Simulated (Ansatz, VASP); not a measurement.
# KI in VASP and in Ansatz

File POSCAR:

```
KI
1.0
    0.0000000000      3.5245500000      3.5245500000
    3.5245500000      0.0000000000      3.5245500000
    3.5245500000      3.5245500000      0.0000000000
K I
1 1
Direct
    0.0000000000      0.0000000000      0.0000000000
    0.5000000000      0.5000000000      0.5000000000
```

Contents of INCAR.step1:

```
  PREC = Accurate
  ENCUT = 520
  ISMEAR = 0
  SIGMA = 0.05
  LREAL = F
  LASPH = T
  NELM = 100
  NBANDS = 15
  GGA = PE
  ALGO = Normal
  EDIFF = 1E-4
  LWAVE = T
  LCHARG = F
```

INCAR.step2

```
  PREC = Accurate
  ENCUT = 520
  EDIFF = 1E-6
  ISMEAR = 0
  SIGMA = 0.05
  LREAL = F
  LASPH = T
  NELM = 100
  ALGO = Normal
  ISIF = 2
  LWAVE = F
  LCHARG = F
  METAGGA = R2SCAN
  LMIXTAU = T
  NBANDS = 15
  ISTART = 1
```

The input KPOINTS:

```
Automatic mesh
0
Gamma
  6 6 6
```

Input for Ansatz:

```yaml
crystal:
  lattice:
    - [0.0, 3.52455, 3.52455]
    - [3.52455, 0.0, 3.52455]
    - [3.52455, 3.52455, 0.0]
  atoms:
    - { symbol: K, position: [0.0, 0.0, 0.0] }
    - { symbol: I, position: [0.5, 0.5, 0.5] }
basis:
  ecutwfc: 500
kpoints:
  mp_grid: { grid: [6, 6, 6] }
hamiltonian:
  xc: r2scan
scf:
  occupations: { method: gaussian, width: 0.05 }
output:
  forces: true
  stress: true
  eigenvalues: true
```

Alike in both runs: task single point; functional r2SCAN; k mesh 6 × 6 × 6; occupations gaussian, width 0.05 eV; no spin polarisation.

|  | VASP | Ansatz |
| --- | --- | --- |
| version | VASP 6.6.1 | Ansatz 0.2.0 |
| potentials or method | VASP PAW PBE potentials, release 64 (K_sv, I) | scalar-relativistic, plane waves, PAW |
| plane-wave cutoff (eV) | 520 | 500 |
| valence electrons in the cell | 16 | 26 |

```tsv
	VASP	Ansatz	Ansatz less VASP
gap on the k mesh at the Fermi level (eV)	4.63	4.63	+0.003
least direct gap on the mesh (eV)	4.63	4.63	+0.003
pressure (GPa)	0.2	0.2	0.00
```

The two sets of potentials don't hold the same shells in valence.

Caveats: the PAW data sets were made with another functional, which shifts forces and pressure a little (VASP); spin-orbit coupling is left out, which moves the levels of the heavy elements. r2SCAN opens gaps a little over a GGA but as a rule still falls short of measured ones.
